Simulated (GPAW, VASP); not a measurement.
Given: the input of a run of VASP 6.6.1 on Ta2N. The cell comes from a database or a generator and needn't be the stable form of this composition.

The input INCAR:

```
SYSTEM = Ta2N
PREC = Accurate
ENCUT = 520
EDIFF = 1E-7
ISMEAR = 0
SIGMA = 0.05
LREAL = .FALSE.
LASPH = .TRUE.
NELM = 80
ALGO = Normal
ISIF = 2
LWAVE = .FALSE.
LCHARG = .TRUE.
GGA = PS
LELF = .TRUE.
LVHAR = .TRUE.
NBANDS = 20
```

The input KPOINTS:

```
Automatic mesh
0
G
  10 10 6
  0 0 0
```

POSCAR

```
Ta2N
3.1129
    0.999987634039      0.000000000000      0.000000000000
   -0.499993817019      0.866014694529      0.000000000000
    0.000000000000      0.000000000000      1.564406501976
Ta N
2 1
Direct
    0.3333333333      0.6666666667      0.2547110000
    0.6666666667      0.3333333333      0.7452890000
    0.0000000000      0.0000000000      0.0000000000
```

Potentials or basis: VASP PAW PBE potentials, release 64 (Ta_pv, N).

Run with:

```bash
$ cat potpaw_PBE.64/Ta_pv/POTCAR potpaw_PBE.64/N/POTCAR > POTCAR
$ mpirun -np 1 vasp_std > vasp.out
```

Problem. Set up the same calculation for GPAW 26.7.0 (ASE script). Potentials or basis there: PAW data sets generated for this functional, cutoff 800 eV.

Solution. As run (cutoffs and basis follow the program's own potentials, and thresholds, step limits or extra output files can differ):

File run.py:

```python
from ase import Atoms
from ase.dft.bandgap import bandgap
from ase.io import write
from ase.units import GPa
from gpaw import GPAW, PW, setup_paths

setup_paths.insert(0, '.')

atoms = Atoms(['Ta', 'Ta', 'N'],
              cell=[[3.112861506, 0.0, 0.0],
                    [-1.556430753, 2.6958171426, 0.0],
                    [0.0, 0.0, 4.869841]],
              scaled_positions=[[0.3333333333, 0.6666666667, 0.254711],
                                [0.6666666667, 0.3333333333, 0.745289],
                                [0.0, 0.0, 0.0]],
              pbc=True)

calc = GPAW(mode=PW(800),
            xc='PBEsol',
            kpts={'size': (10, 10, 6), 'gamma': True},
            occupations={'name': 'methfessel-paxton', 'order': 0, 'width': 0.05},
            nbands=30,
            convergence={'density': 1e-05, 'energy': 1e-05},
            maxiter=150,
            txt='gpaw.txt')
atoms.calc = calc
energy = atoms.get_potential_energy()
forces = atoms.get_forces()
stress = atoms.get_stress()
calc.write('gs.gpw')
write('result.traj', atoms)
print(f'Energy: {energy:.6f} eV')
print('Forces (eV/A):')
print(forces.round(4))
print('Stress (GPa):', (stress / GPa).round(3))
print('Fermi level:', round(calc.get_fermi_level(), 4), 'eV')
print(f'Gap: {bandgap(calc)[0]:.4f} eV, direct: {bandgap(calc, direct=True)[0]:.4f} eV')
```

Potentials or basis: PAW data sets generated in the run's folder for this functional, pw.

Launch:

```bash
$ gpaw-setup -f PBEsol N Ta
$ OMP_NUM_THREADS=1 python run.py
```

Both were run:

|  | VASP | GPAW |
| --- | --- | --- |
| Pressure | -8.7 GPa | -9.0 GPa |
| Largest force | 0.237 eV/Å | 0.252 eV/Å |

The potentials hold 27 and 31 valence electrons a cell.

VASP's potentials were made for PBE.

Pressure is positive in compression.
